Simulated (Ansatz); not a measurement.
## In in Ansatz: the effect of strain

In:

```xyz
1
Lattice="-1.6255 1.6255 2.3748 1.6255 -1.6255 2.3748 1.6255 1.6255 -2.3748" Properties=species:S:1:pos:R:3 pbc="T T T"
In    0.0000    0.0000    0.0000
```

Alike in all runs:

- Program: Ansatz 0.2.0
- Task: band structure
- Functional: PBE
- Potentials or basis: Ansatz PAW
- Cutoff: 420 eV (not typed: the program's choice for these potentials)
- k mesh: 10 × 10 × 10
- Occupations: fermi-dirac, width 0.05 eV
- Spin: no spin polarisation
- Kind of strain: uniaxial
- Path: [["G", "X", "Y", "S", "G", "Z", "S1", "N", "P", "Y1", "Z"], ["X", "P"]]
- Points for each segment of the path: 14

Question: One run gave: pressure 4.1 GPa. Which strain did it use?
A. 0.04
B. -0.04
C. 0
D. 0.02
E. -0.02

Answer: B.

```tsv
strain	pressure (GPa)
-0.04	4.1
-0.02	3.0
-0.01	2.5
0	2.0
0.01	1.6
0.02	1.2
0.04	0.4
```
